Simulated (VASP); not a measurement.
Here is a VASP 6.6.1 calculation.

File INCAR:

```
SYSTEM = AgCl
PREC = Accurate ; ENCUT = 520
EDIFF = 1E-6 ; ISMEAR = 0
SIGMA = 0.1 ; LREAL = .False.
LASPH = .True. ; NELM = 80
ALGO = Fast ; ISIF = 2
LWAVE = .False. ; LCHARG = .False.
GGA = PE ; NBANDS = 26
```

The input KPOINTS:

```
regular mesh
0
Gamma
  6 6 6
  0 0 0
```

File POSCAR:

```
AgCl
1.0
    1.8709097030     -5.5565952358      0.0000000000
    1.8709097030      5.5565952358      0.0000000000
    0.0000000000      0.0000000000      3.9240373500
Ag Cl
2 2
Direct
    0.3965554000      0.6034446000      0.7500000000
    0.6034446000      0.3965554000      0.2500000000
    0.8654487300      0.1345512700      0.2500000000
    0.1345512700      0.8654487300      0.7500000000
```

Potentials or basis: VASP PAW PBE potentials, release 64 (Ag, Cl).

Command:

```console
$ cat potpaw_PBE.64/Ag/POTCAR potpaw_PBE.64/Cl/POTCAR > POTCAR
$ mpirun -np 1 vasp_std > vasp.out
```

Problem. Estimate the pressure.

Solution. 1.5 GPa.

Problem. What does it give for the band gap on the k mesh?

Solution. 0.46 eV, indirect (least direct gap 1.96 eV).

Forces on the atoms (eV/Å):
```
Ag   0.000  0.014  0.000
Ag   0.000 -0.014  0.000
Cl   0.000  0.003  0.000
Cl   0.000 -0.003  0.000
```

A k mesh can miss the band edges. Expect the measured gap to be larger: semilocal functionals such as PBE lack the derivative discontinuity.
